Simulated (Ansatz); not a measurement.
# SnSe: what symmetry allows forces and stress to be

```xyz
4
Lattice="2.0803 -6.2715 0.0000 2.0803 6.2715 0.0000 0.0000 0.0000 4.3088" Properties=species:S:1:pos:R:3 pbc="T T T"
Sn    2.0803   -4.7844    1.0772
Sn    2.0803    4.7844    3.2316
Se    2.0803   -1.7171    1.0772
Se    2.0803    1.7171    3.2316
```

These are results of Ansatz, DFT PBEsol, scalar-relativistic, plane waves, PAW, not measurements.

Cutoff 420 eV; k points 8×8×6 on the computed 4-atom cell (Γ-centred); Gaussian smearing, width 0.05 eV; no spin polarisation.

This distorted cell has space group Cmcm, with 8 operations.

**Question.** Without a calculation: in which directions can each atom feel a force?

**Answer.** A force must be left unchanged by every operation that keeps its atom in place, so it lies in the space that those operations leave fixed. Atoms that the group maps onto each other feel forces of one size.
```csv
atom,site symmetry,operations at the site,equivalent to atom,allowed force (Cartesian)
Sn1,m2m,4,1,"along (0.00, 1.00, 0.00)"
Sn2,m2m,4,1,"along (0.00, 1.00, 0.00)"
Se3,m2m,4,3,"along (0.00, 1.00, 0.00)"
Se4,m2m,4,3,"along (0.00, 1.00, 0.00)"
```

That leaves 2 independent force components of 12. A relaxation in this cell that keeps the symmetry moves the atoms in these directions alone.

**Question.** And the stress tensor?

**Answer.** It must be invariant under the point group, which leaves 3 independent components: yz, xz, xy vanish.

**Question.** Do the computed values obey this?

**Answer.** Yes. Forces (eV/Å):
```
Sn1  0.000  0.593  0.000
Sn2  0.000 -0.593  0.000
Se3  0.000 -0.512  0.000
Se4  0.000  0.512  0.000
```

Stress (GPa, compression positive, xx yy zz yz xz xy): -2.53 -7.49 -3.46 0.00 0.00 0.00. The program imposes the same operations on density, forces and stress, so this confirms the analysis and is no independent test of the calculation.

This form isn't the usual stable structure of the compound, though it has been observed.